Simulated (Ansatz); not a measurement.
## CHF3 (trifluoromethane): the energy, rung by rung

The species is CHF3 (5 atoms), meant as a singlet with charge 0. SMILES: `FC(F)F`. The shape is that of a PBE0-D4/def2-TZVP optimisation.

| atom | x (Å) | y (Å) | z (Å) |
| --- | --- | --- | --- |
| F | -0.6686 | -0.3297 | 1.0792 |
| C | 0.0195 | 0.0564 | 0.0068 |
| F | 1.0474 | -0.7738 | -0.1575 |
| F | -0.7726 | -0.0351 | -1.0594 |
| H | 0.3744 | 1.0822 | 0.1309 |

Each level gives the energy change with the F1–C2 bond stretched from 1.331 to 1.664 Å (eV). The values are calculated.

| level | kind | program | value (eV) | less FCI/STO-3G | CPU time (all runs) |
| --- | --- | --- | --- | --- | --- |
| revPBE/STO-3G (restricted) | GGA | Ansatz | 0.35 | -0.25 | 1.9 s |
| B3LYP/STO-3G (restricted) | global hybrid | Ansatz | 0.60 | 0.00 | 2 s |
| BHLYP/STO-3G (restricted) | global hybrid | Ansatz | 0.99 | +0.39 | 1.9 s |
| HSE06/STO-3G (restricted) | range-separated hybrid | Ansatz | 0.77 | +0.17 | 2.4 s |
| RPA@PBE/STO-3G (restricted) | RPA | Ansatz | 0.38 | -0.22 | 2.9 s |
| BCCD(T)/STO-3G (restricted) | coupled cluster or CI | Ansatz | 0.62 | +0.02 | 0.47 s |
| CCSD(T)/STO-3G (restricted) | coupled cluster or CI | Ansatz | 0.62 | +0.02 | 0.37 s |
| CCSDT/STO-3G (restricted) | coupled cluster or CI | Ansatz | 0.61 | +0.01 | 0.99 s |
| FCI/STO-3G | exact in the basis | Ansatz | 0.60 | 0.00 | 28 s |

FCI/STO-3G is exact within its basis and frozen core, so for wave-function methods in that basis the difference is their error; functionals converge differently with the basis, so for them it is only a difference. The first shape isn't each level's own minimum. The values span 0.35 to 0.99 eV. All rows use very small basis sets, so none should be taken for the real molecule's value. In so small a basis fixed costs decide the times, and correlated methods can beat functionals. Times are those of the runs behind each value, whatever else they computed, on shared processors of several kinds: orders of magnitude only.
